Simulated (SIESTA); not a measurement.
Crystal: CO2.

```xyz
6
Lattice="-1.9747 1.9747 3.0141 1.9747 -1.9747 3.0141 1.9747 1.9747 -3.0141" Properties=species:S:1:pos:R:3 pbc="T T T"
O     1.3223    0.9874    3.7676
O     0.6525    0.9874    0.7535
O     2.9621    0.6525   -0.7535
O    -0.9874    1.3223    2.2605
C     0.0000    0.0000    0.0000
C     0.0000    1.9747    1.5070
```

The cell comes from a database or a generator and needn't be the stable form of this composition.

Base run:

| Item | Value |
| --- | --- |
| Program | SIESTA 5.4.2 |
| Functional | LDA |
| Potentials or basis | PseudoDojo 0.4 standard (LDA files) |
| Basis | DZP (energy shift 0.003 Ry) |
| Grid cutoff | 800 Ry |
| Energy shift | 0.003 Ry |
| k mesh | 9 × 9 × 9 |
| Occupations | fermi-dirac, width 0.05 eV |
| Spin | no spin polarisation |

Its results: band gap on the k mesh 7.39 eV, indirect (least direct gap 7.87 eV); pressure -9.5 GPa; largest force 0.011 eV/Å.

The run is repeated on the same cell with these changes: functional from LDA to PBEsol; potentials or basis from PseudoDojo 0.4 standard (LDA files) to PseudoDojo 0.4 standard (PBEsol files). What comes out?

Band gap on the k mesh 7.50 eV, indirect (least direct gap 7.96 eV); pressure -2.7 GPa; largest force 0.283 eV/Å.

Caveats: the basis of atomic orbitals isn't converged, which shifts pressures, moduli and gaps.
